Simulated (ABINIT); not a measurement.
## Tm in ABINIT: convergence with tolvrs

Tm:

```
Tm
1.0
    -0.04736    2.45086    2.43246
     2.46620   -0.06932    2.45443
     2.42664    2.43327   -0.02976
Tm
1
Cartesian
  0.0064 -0.0106 -0.0107
```

The cell isn't the ideal one: cell strained at random at fixed volume.

| Item | Value |
| --- | --- |
| Program | ABINIT 10.8.3 (patched build) |
| Task | single point |
| Functional | PBE |
| Potentials or basis | PseudoDojo NC SR PBE v0.4 lanthanides 3+ (4f in core; v0.4.1 standard for the other elements) |
| Cutoff | 680 eV |
| k mesh | 5 × 5 × 5 |
| Occupations | gaussian, width 0.1 eV |
| Spin | collinear spin, ferromagnetic start |
| Starting moments | [2.0] μB |

These are the settings of the first run; the series varies tolvrs, with any setting tied to it.

Hardware: 1 thread of Intel(R) Xeon(R) 6975P-C (Granite Rapids), with other jobs on the host.

| tolvrs | energy less the tightest run, at zero smearing (meV/atom) | pressure (GPa) | SCF cycles | CPU time (s) | peak memory (GiB) |
| --- | --- | --- | --- | --- | --- |
| 0.01 | 0.01 | 0.05 | 4 | 34 | 0.09 |
| 0.001 | -0.01 | 0.11 | 5 | 36 | 0.09 |
| 0.0001 | -0.01 | 0.08 | 6 | 35 | 0.09 |
| 1e-05 | 0.00 | 0.08 | 8 | 36 | 0.09 |
| 1e-06 | 0.00 | 0.08 | 8 | 31 | 0.09 |
| 1e-08 | 0.00 | 0.09 | 11 | 40 | 0.09 |
| 1e-10 | 0.00 | 0.09 | 13 | 48 | 0.09 |
| 1e-13 | 0.00 | 0.09 | 16 | 56 | 0.09 |

Against the tightest run, the energy stays within 1 meV/atom from 0.01 on; the pressure stays within 0.1 GPa from 0.01 on. The tightest run that finished is the yardstick and may itself not be fully converged.

Caveat, for the tightest run too: the k mesh is coarse (spacing up to 0.44 Å⁻¹), so the values aren't converged; the magnetic or orbital state may not be the lowest. The state reached can hang on the start; a lower one may exist.
